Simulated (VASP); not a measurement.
# CdTe4 (Pm-3m) in VASP: notebook, part 2 of 2

VASP 6.6.1. Earlier steps stand in the parts before.

## Step 3: Relaxation of cell and atoms, PBE (random cell by space group and Wyckoff sites (Pm-3m, No. 221))

INCAR

```
SYSTEM = CdTe4
PREC = Accurate
ENCUT = 600
EDIFF = 1E-6
ISMEAR = 0
SIGMA = 0.1
LREAL = .FALSE.
LASPH = .TRUE.
NELM = 100
ALGO = Fast
ISIF = 3
LWAVE = .FALSE.
LCHARG = .FALSE.
GGA = PE
IBRION = 2
NSW = 100
EDIFFG = -0.01
```

KPOINTS

```
regular mesh
0
G
  8 8 8
  0 0 0
```

POSCAR

```
CdTe4
1.0
    5.8112779592      0.0000000000      0.0000000000
    0.0000000000      5.8112779592      0.0000000000
    0.0000000000      0.0000000000      5.8112779592
Cd Te
1 4
Direct
    0.0000000000      0.0000000000      0.0000000000
    0.0000000000      0.5000000000      0.5000000000
    0.5000000000      0.0000000000      0.5000000000
    0.5000000000      0.5000000000      0.0000000000
    0.5000000000      0.5000000000      0.5000000000
```

Potentials or basis: VASP PAW PBE potentials, release 64 (Cd, Te).

Started as:

```console
cat potpaw_PBE.64/Cd/POTCAR potpaw_PBE.64/Te/POTCAR > POTCAR
mpirun -np 1 vasp_std > vasp.out
```

OUTCAR:

```text
SYSTEM = CdTe4
   PREC = Accurate
   ENCUT = 600
   EDIFF = 1E-6
   ISMEAR = 0
   LREAL = .FALSE.
   LASPH = .TRUE.
   NELM = 100
   ISIF = 3
   GGA = PE
   IBRION = 2
   NSW = 100
   EDIFFG = -0.01

 ion  position               nearest neighbor table
   1  0.000  0.000  0.000-
   2  0.000  0.500  0.500-   5 2.91   5 2.91
   3  0.500  0.000  0.500-   5 2.91   5 2.91
   4  0.500  0.500  0.000-   5 2.91   5 2.91
   5  0.500  0.500  0.500-   2 2.91   3 2.91   4 2.91   4 2.91   3 2.91   2 2.91

  LATTYP: Found a simple cubic cell.
 ALAT       =     5.8112779592

  Lattice vectors:

 A1 = (   5.8112779592,   0.0000000000,   0.0000000000)
 A2 = (   0.0000000000,   5.8112779592,   0.0000000000)
 A3 = (   0.0000000000,   0.0000000000,   5.8112779592)

Analysis of symmetry for initial positions (statically):
=====================================================================
 Subroutine PRICEL returns:
 Original cell was already a primitive cell.

 Routine SETGRP: Setting up the symmetry group for a
 simple cubic supercell.

 Subroutine GETGRP returns: Found 48 space group operations
 (whereof 48 operations were pure point group operations)
 out of a pool of 48 trial point group operations.

The static configuration has the point symmetry O_h .

Analysis of symmetry for dynamics (positions and initial velocities):
=====================================================================
 Subroutine PRICEL returns:
 Original cell was already a primitive cell.

 Routine SETGRP: Setting up the symmetry group for a
 simple cubic supercell.

 Subroutine GETGRP returns: Found 48 space group operations
 (whereof 48 operations were pure point group operations)
 out of a pool of 48 trial point group operations.

The dynamic configuration has the point symmetry O_h .

 Subroutine INISYM returns: Found 48 space group operations
 (whereof 48 operations are pure point group operations),
 and found     1 'primitive' translations

----------------------------------------------------------------------------------------

                                     Primitive cell

  volume of cell :     196.2524

  direct lattice vectors                    reciprocal lattice vectors
     5.811277959  0.000000000  0.000000000     0.172079189  0.000000000  0.000000000
     0.000000000  5.811277959  0.000000000     0.000000000  0.172079189  0.000000000
     0.000000000  0.000000000  5.811277959     0.000000000  0.000000000  0.172079189

  length of vectors
     5.811277959  5.811277959  5.811277959     0.172079189  0.172079189  0.172079189

  position of ions in fractional coordinates (direct lattice)
     0.000000000  0.000000000  0.000000000
[... 121 lines left out ...]
 maximum number of plane-waves:      6619
 NGX is ok and might be reduce to    48
   NGX = 23   NGY = 23   NGZ = 23

--------------------------------------- Ionic step        1  -------------------------------------------

 number of electron      35.9999997 magnetization

 Free energy of the ion-electron system (eV)
  ---------------------------------------------------
  ext. energy  EPLUGINS =         0.00000000
  ---------------------------------------------------
  free energy    TOTEN  =       -10.90289466 eV

  energy without entropy =      -10.87187628  energy(sigma->0) =      -10.88738547

------------------------ aborting loop because EDIFF is reached ----------------------------------------

  FORCE on cell =-STRESS in cart. coord.  units (eV):
  Direction    XX          YY          ZZ          XY          YZ          ZX
  --------------------------------------------------------------------------------------
  -------------------------------------------------------------------------------------
  Total       -0.2220846     -0.2220846     -0.2220846      0.0000000     -0.0000000      0.0000000
  in kB       -1.8130677     -1.8130677     -1.8130677      0.0000000     -0.0000000      0.0000000
  external PRESSURE =      -1.8130677 kB  Pullay stress =       0.0000000 kB

 VOLUME and BASIS-vectors are now :
 -----------------------------------------------------------------------------
  energy-cutoff  :      600.00
  volume of cell :      196.25
      direct lattice vectors                 reciprocal lattice vectors
     5.811277959  0.000000000  0.000000000     0.172079189  0.000000000  0.000000000
     0.000000000  5.811277959  0.000000000     0.000000000  0.172079189  0.000000000
     0.000000000  0.000000000  5.811277959     0.000000000  0.000000000  0.172079189

 POSITION                                       TOTAL-FORCE (eV/Angst)
 -----------------------------------------------------------------------------------
      0.00000      0.00000      0.00000         0.000000      0.000000      0.000000
      0.00000      2.90564      2.90564         0.000000      0.000000      0.000000
      2.90564      0.00000      2.90564         0.000000      0.000000      0.000000
      2.90564      2.90564      0.00000         0.000000      0.000000      0.000000
      2.90564      2.90564      2.90564         0.000000      0.000000      0.000000
 -----------------------------------------------------------------------------------
    total drift:                               -0.000000      0.000000     -0.000000

  FREE ENERGIE OF THE ION-ELECTRON SYSTEM (eV)
  ---------------------------------------------------
  free  energy   TOTEN  =       -10.9028946567 eV

  energy  without entropy=      -10.8718762791  energy(sigma->0) =      -10.88738547

--------------------------------------- Ionic step        2  -------------------------------------------

 number of electron      35.9999997 magnetization

 Free energy of the ion-electron system (eV)
  ---------------------------------------------------
  ext. energy  EPLUGINS =         0.00000000
  ---------------------------------------------------
  free energy    TOTEN  =       -10.90362175 eV

  energy without entropy =      -10.87281987  energy(sigma->0) =      -10.88822081

 E-fermi :   2.9712     XC(G=0):  -8.3696

 val. band max:        2.9675419837   @ k =   0.5000   0.3750   0.2500
 cond. band min:       2.9725442877   @ k =   0.3750   0.3750   0.2500
 fundamental gap:      0.0050023040
 Fermi energy:         2.9712143403

 k-point     1 :       0.0000    0.0000    0.0000
  band No.  band energies     occupation
      1     -10.4697      2.00000
      2      -6.9912      2.00000
      3      -6.9912      2.00000
      4      -5.2547      2.00000
      5      -4.7706      2.00000
      6      -4.7706      2.00000
[... 589 lines left out ...]
     21       3.9557      0.00000
     22       6.5702      0.00000

 [... further k-points ...]

------------------------ aborting loop because EDIFF is reached ----------------------------------------

  FORCE on cell =-STRESS in cart. coord.  units (eV):
  Direction    XX          YY          ZZ          XY          YZ          ZX
  --------------------------------------------------------------------------------------
  -------------------------------------------------------------------------------------
  Total       -0.0034756     -0.0034756     -0.0034756      0.0000000      0.0000000      0.0000000
  in kB       -0.0285571     -0.0285571     -0.0285571      0.0000000      0.0000000      0.0000000
  external PRESSURE =      -0.0285571 kB  Pullay stress =       0.0000000 kB

 VOLUME and BASIS-vectors are now :
 -----------------------------------------------------------------------------
  energy-cutoff  :      600.00
  volume of cell :      194.99
      direct lattice vectors                 reciprocal lattice vectors
     5.798825612  0.000000000  0.000000000     0.172448711 -0.000000000  0.000000000
     0.000000000  5.798825612  0.000000000    -0.000000000  0.172448711  0.000000000
    -0.000000000 -0.000000000  5.798825612    -0.000000000 -0.000000000  0.172448711

 POSITION                                       TOTAL-FORCE (eV/Angst)
 -----------------------------------------------------------------------------------
      0.00000      0.00000      0.00000        -0.000000     -0.000000      0.000000
     -0.00000      2.89941      2.89941        -0.000000      0.000000      0.000000
      2.89941     -0.00000      2.89941         0.000000      0.000000      0.000000
      2.89941      2.89941      0.00000        -0.000000     -0.000000      0.000000
      2.89941      2.89941      2.89941         0.000000      0.000000      0.000000
 -----------------------------------------------------------------------------------
    total drift:                                0.000000      0.000000     -0.000000

  FREE ENERGIE OF THE ION-ELECTRON SYSTEM (eV)
  ---------------------------------------------------
  free  energy   TOTEN  =       -10.9036217537 eV

  energy  without entropy=      -10.8728198745  energy(sigma->0) =      -10.88822081

 reached required accuracy - stopping structural energy minimisation
```

It took 1.7 min on 1 thread of Intel Xeon 6975P-C (Granite Rapids), shared host; peak memory 0.45 GiB.

What came out:

* Free energy: -10.9036 eV
* Relaxed volume: 39.00 Å³/atom
* Relaxed cell: a = 5.799 Å, b = 5.799 Å, c = 5.799 Å, α = 90.00°, β = 90.00°, γ = 90.00°
* Space group after relaxing (to 0.05 Å): Pm-3m (No. 221)
* Energy gained by relaxing: 0.1 meV/atom
* Ionic steps: 2
* Pressure after relaxing: 0.0 GPa
* Band gap on the k mesh: none (metal or under the smearing width)

The path:
```
step  energy change (eV)  largest force (eV/Å)  pressure (GPa)  volume (Å³)
   1              0.0000                0.0000           -0.18       196.25
   2             -0.0007                0.0000            0.00       194.99
```

Final structure:
```xyz
5
Lattice="5.7988 0.0000 0.0000 0.0000 5.7988 0.0000 0.0000 0.0000 5.7988" Properties=species:S:1:pos:R:3 pbc="T T T"
Cd    0.0000    0.0000    0.0000
Te    0.0000    2.8994    2.8994
Te    2.8994    0.0000    2.8994
Te    2.8994    2.8994    0.0000
Te    2.8994    2.8994    2.8994
```

Levels at points of the mesh, in eV from the Fermi level:
```csv
k point,band 16,band 17,band 18,band 19,band 20,band 21
"(0.00, 0.00, 0.00)",-0.74,-0.57,-0.57,-0.57,4.18,4.18
"(0.50, 0.00, 0.00)",-0.86,-0.68,-0.54,-0.54,1.28,3.08
"(0.50, 0.50, 0.00)",-1.16,-0.46,-0.46,-0.10,-0.08,0.54
"(0.50, 0.50, 0.50)",-1.22,-1.14,-1.14,0.47,0.55,0.55
```

The run has no spin-orbit coupling, so splittings on Te are missing.

## Step 4: Single point, PBE (random cell by space group and Wyckoff sites (Pm-3m, No. 221))

INCAR

```
SYSTEM = CdTe4
PREC     = Accurate       ! precision mode
ENCUT    = 520            ! plane-wave cutoff, eV
EDIFF    = 1E-6           ! SCF threshold, eV
ISMEAR   = 0              ! smearing method
SIGMA    = 0.1            ! smearing width, eV
LREAL    = .FALSE.        ! projectors in reciprocal space
LASPH    = .TRUE.         ! aspherical terms in the spheres
NELM     = 100            ! most SCF steps
ALGO     = Fast           ! electronic algorithm
ISIF     = 2              ! what is computed and relaxed
LWAVE    = .FALSE.        ! write WAVECAR
LCHARG   = .TRUE.         ! write CHGCAR
GGA      = PE             ! functional
LELF     = .TRUE.         ! ELF
LVHAR    = .TRUE.       
NBANDS   = 26             ! bands
```

KPOINTS

```
Automatic mesh
0
G
  4 4 4
  0 0 0
```

POSCAR is that of step 3.

Started as:

```console
cat potpaw_PBE.64/Cd/POTCAR potpaw_PBE.64/Te/POTCAR > POTCAR
mpirun -np 1 vasp_std > vasp.out
```

Wall time 25 s (1 thread of Intel Xeon 6975P-C (Granite Rapids), shared host); peak memory 0.33 GiB.

It converged, with:

| Item | Value |
| --- | --- |
| Free energy | -10.8431 eV |
| Pressure | 0.2 GPa |
| Band gap on the k mesh | none (metal or under the smearing width) |

Levels at points of the mesh, in eV from the Fermi level:
| k point | band 15 | band 16 | band 17 | band 18 | band 19 | band 20 | band 21 | band 22 |
| --- | --- | --- | --- | --- | --- | --- | --- | --- |
| (0.00, 0.00, 0.00) | -0.66 | -0.66 | -0.50 | -0.50 | -0.50 | 4.35 | 4.35 | 4.35 |
| (0.50, 0.00, 0.00) | -1.10 | -0.79 | -0.50 | -0.47 | -0.47 | 1.36 | 3.11 | 4.35 |
| (0.50, 0.50, 0.00) | -1.10 | -0.97 | -0.28 | -0.28 | -0.03 | 0.07 | 0.58 | 3.31 |
| (0.50, 0.50, 0.50) | -0.95 | -0.94 | -0.94 | -0.94 | 0.59 | 0.59 | 0.59 | 0.63 |

Spin-orbit coupling is left out, which matters for the levels of Te.

## Step 5: Relaxation of cell and atoms, PBE (random cell by space group and Wyckoff sites (Pm-3m, No. 221))

INCAR

```
SYSTEM = CdTe4
  ALGO = Fast
  EDIFF = 1E-6
  EDIFFG = -0.04
  ENCUT = 600
  GGA = PE
  IBRION = 2
  ISIF = 3
  ISMEAR = 0
  LASPH = .True.
  LCHARG = .False.
  LREAL = .False.
  LWAVE = .False.
  NELM = 100
  NSW = 90
  PREC = Accurate
  SIGMA = 0.1
```

KPOINTS

```
k-points
0
Gamma
  4 4 4
  0 0 0
```

Changes to POSCAR since step 4:

```diff
@@ -2,5 +2,5 @@
 1.0
-    5.8112779592      0.0000000000      0.0000000000
-    0.0000000000      5.8112779592      0.0000000000
-    0.0000000000      0.0000000000      5.8112779592
+    5.5984600100      0.0000000000      0.0000000000
+    0.0000000000      5.5984600100      0.0000000000
+    0.0000000000      0.0000000000      5.5984600100
 Cd Te
```

Started as:

```console
cat potpaw_PBE.64/Cd/POTCAR potpaw_PBE.64/Te/POTCAR > POTCAR
mpirun -np 1 vasp_std > vasp.out
```

It took 60 s on 1 thread of Intel Xeon 6975P-C (Granite Rapids), shared host; peak memory 0.35 GiB.

It converged, with:

| Quantity | Value |
| --- | --- |
| Free energy | -10.8422 eV |
| Relaxed volume | 39.59 Å³/atom |
| Relaxed cell | a = 5.828 Å, b = 5.828 Å, c = 5.828 Å, α = 90.00°, β = 90.00°, γ = 90.00° |
| Space group after relaxing (to 0.05 Å) | Pm-3m (No. 221) |
| Energy gained by relaxing | 54.9 meV/atom |
| Ionic steps | 3 |
| Pressure after relaxing | 0.0 GPa |
| Band gap on the k mesh | none (metal or under the smearing width) |

The path:
```
step  energy change (eV)  largest force (eV/Å)  pressure (GPa)  volume (Å³)
   1              0.0000                0.0000            4.48       175.47
   2             -0.2697                0.0000           -0.42       201.62
   3             -0.2745                0.0000            0.02       197.95
```

Final structure:
```cif
data_structure
_symmetry_space_group_name_H-M 'P 1'
_symmetry_Int_Tables_number 1
_cell_length_a 5.8280
_cell_length_b 5.8280
_cell_length_c 5.8280
_cell_angle_alpha 90.000
_cell_angle_beta 90.000
_cell_angle_gamma 90.000
_cell_volume 197.95
loop_
_atom_site_label
_atom_site_type_symbol
_atom_site_fract_x
_atom_site_fract_y
_atom_site_fract_z
_atom_site_occupancy
Cd1 Cd 0.00000 0.00000 0.00000 1
Te1 Te 0.00000 0.50000 0.50000 1
Te2 Te 0.50000 0.00000 0.50000 1
Te3 Te 0.50000 0.50000 0.00000 1
Te4 Te 0.50000 0.50000 0.50000 1
```

Levels at points of the mesh, in eV from the Fermi level:
```csv
k point,band 15,band 16,band 17,band 18,band 19,band 20,band 21,band 22
"(0.00, 0.00, 0.00)",-0.65,-0.65,-0.49,-0.49,-0.49,4.37,4.37,4.37
"(0.50, 0.00, 0.00)",-1.10,-0.78,-0.49,-0.46,-0.46,1.34,3.12,4.61
"(0.50, 0.50, 0.00)",-1.08,-0.96,-0.27,-0.27,-0.04,0.06,0.57,3.33
"(0.50, 0.50, 0.50)",-0.94,-0.94,-0.94,-0.94,0.58,0.58,0.58,0.60
```

## Step 6: Summary

| task | cell | k mesh | cutoff (eV) | gap on the mesh (eV) | pressure (GPa) | relaxed volume (Å³/atom) |
| --- | --- | --- | --- | --- | --- | --- |
| single point | random cell by space group and Wyckoff sites (Pm-3m, No. 221) | 8 × 8 × 8 | 520 | none | -0.1 | - |
| relaxation of cell and atoms | relaxed from: random cell by space group and Wyckoff sites (Pm-3m, No. 221) | 8 × 8 × 8 | 600 | none | 0.0 | 39.00 |
| single point | random cell by space group and Wyckoff sites (Pm-3m, No. 221) | 4 × 4 × 4 | 520 | none | 0.2 | - |
| relaxation of cell and atoms | relaxed from: random cell by space group and Wyckoff sites (Pm-3m, No. 221) | 4 × 4 × 4 | 600 | none | 0.0 | 39.59 |

Alike in all rows: level PBE; potentials or basis VASP PAW PBE potentials, release 64 (Cd, Te); no spin polarisation; smearing gaussian 0.1 eV.

Absolute energies hang on the potentials; compare differences alone.
